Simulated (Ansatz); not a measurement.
**Computed properties of F (Cmce)**

All numbers come from the plane-wave code Ansatz. Spin-unpolarised throughout; all numbers are computed.

Structure: F (Cmce) from a database structure, at its r2SCAN+rVV10 minimum. Space group Cmce (No. 64), orthorhombic; a = 4.946 Å, b = 3.221 Å, c = 6.545 Å in the conventional setting, 13.03 Å³ an atom. Around F lie 1 F at 1.40 Å.

```cif
data_structure
_symmetry_space_group_name_H-M 'P 1'
_symmetry_Int_Tables_number 1
_cell_length_a 2.9510
_cell_length_b 2.9510
_cell_length_c 6.5450
_cell_angle_alpha 90.000
_cell_angle_beta 90.000
_cell_angle_gamma 66.148
_cell_volume 52.13
loop_
_atom_site_label
_atom_site_type_symbol
_atom_site_fract_x
_atom_site_fract_y
_atom_site_fract_z
_atom_site_occupancy
F1 F 0.90542 0.09458 0.09639 1
F2 F 0.59458 0.40542 0.59639 1
F3 F 0.40542 0.59458 0.40361 1
F4 F 0.09458 0.90542 0.90361 1
```

On this one geometry the levels give:

| level | k mesh | gap (eV) | kind | edges | least direct gap (eV) |
| --- | --- | --- | --- | --- | --- |
| LDA | 10×10×4 | 2.69 | direct | Γ | 2.69 |
| PBE | 10×10×4 | 2.94 | direct | Γ | 2.94 |
| r2SCAN | 10×10×4 | 3.79 | direct | Γ | 3.79 |
| r2SCANh | 6×6×4 | 5.29 | direct | Γ | 5.29 |
| HSE06 | 6×6×4 | 6.15 | direct | Γ | 6.15 |
| DDH-PBE0 | 6×6×4 | 10.93 | direct | Γ | 10.93 |
| PBE0 | 6×6×4 | 6.96 | direct | Γ | 6.96 |
| Hartree-Fock | 6×6×4 | 19.08 | direct | Γ | 19.08 |

PBE: smearing of 0.02 eV; the others have fixed occupations.
Wave cutoffs: 420 eV, 500 eV (r2SCAN, r2SCANh).

With HSE06 the gap is 6.15 eV and direct, at Γ.

r2SCAN covers 27 % of the step from PBE to HSE06, while HSE06 needs about 11 times r2SCAN's cost (on a coarser mesh). Among these functionals the gap stays direct.

r2SCAN (ground state on 8×8×4): The clamped-ion dielectric constant comes out as 1.56, 1.74 and 2.36 along x, y and z. Born charges, averaged over directions: F 0.00 e. PBE (ground state on 8×8×4): The electronic dielectric tensor ε∞ is 1.61, 1.85 and 2.61 along x, y and z. Born charges, averaged over directions: F 0.00 e.

The meshes of the hybrids are coarse, so their gaps aren't converged to the digits shown.
